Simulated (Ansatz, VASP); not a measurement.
## PtS2: VASP beside Ansatz

File INCAR:

```
SYSTEM = PtS2
PREC = Accurate
ENCUT = 520
EDIFF = 1E-6
ISMEAR = 0
SIGMA = 0.05
LREAL = .FALSE.
LASPH = .TRUE.
NELM = 80
ALGO = Normal
ISIF = 2
LWAVE = .FALSE.
LCHARG = .TRUE.
GGA = PS
LELF = .TRUE.
LVHAR = .TRUE.
NBANDS = 18
```

KPOINTS

```
Automatic mesh
0
G
  12 12 8
  0 0 0
```

POSCAR

```
PtS2
1.0
    3.5431994758      0.0000000000      0.0000000000
   -1.7715997379      3.0685007567      0.0000000000
    0.0000000000      0.0000000000      4.9128300000
Pt S
1 2
Direct
    0.0000000000      0.0000000000      0.0000000000
    0.3333333333      0.6666666667      0.2500000000
    0.6666666667      0.3333333333      0.7500000000
```

Input for Ansatz:

```yaml
crystal:
  lattice:
    - [3.5431994758, 0.0, 0.0]
    - [-1.7715997379, 3.0685007567, 0.0]
    - [0.0, 0.0, 4.91283]
  atoms:
    - { symbol: Pt, position: [0.0, 0.0, 0.0] }
    - { symbol: S, position: [0.3333333333, 0.6666666667, 0.25] }
    - { symbol: S, position: [0.6666666667, 0.3333333333, 0.75] }
basis:
  ecutwfc: 420
kpoints:
  mp_grid: { grid: [12, 12, 8] }
hamiltonian:
  xc: pbesol
scf:
  occupations: { method: gaussian, width: 0.05 }
output:
  forces: true
  stress: true
  eigenvalues: true
```

Change from the starting cell: strain +0.000 along x and y, -0.025 along z, atoms carried along.

Alike in both runs: task single point; functional PBEsol; k mesh 12 × 12 × 8; occupations gaussian, width 0.05 eV; no spin polarisation.

```csv
,VASP,Ansatz
version,VASP 6.6.1,Ansatz 0.2.0
potentials or method,"VASP PAW PBE potentials, release 64 (Pt, S)","scalar-relativistic, plane waves, PAW"
plane-wave cutoff (eV),520,420
valence electrons in the cell,22,30
```

Ansatz gave:

* gap on the k mesh at the Fermi level (eV): 0.42
* least direct gap on the mesh (eV): 0.69
* pressure (GPa): -0.2
* largest component of the traceless stress (GPa): 1.32
* rms of the force components (eV/Å): 0.091

**Question.** What did VASP give for the same quantities?

**Answer.** gap on the k mesh at the Fermi level (eV): 0.42; least direct gap on the mesh (eV): 0.70; pressure (GPa): -0.4; largest component of the traceless stress (GPa): 1.20; rms of the force components (eV/Å): 0.104.

Atom by atom the forces differ by 0.012 eV/Å (rms over components). With one functional, cell and mesh, what is left measures potentials, basis and numerics. The two sets of potentials don't hold the same shells in valence.

Caveats: the PAW data sets were made with another functional, which shifts forces and pressure a little (VASP); spin-orbit coupling is left out, which moves the levels of the heavy elements; the cell's inner coordinates are idealised or old, which leaves forces on the atoms.
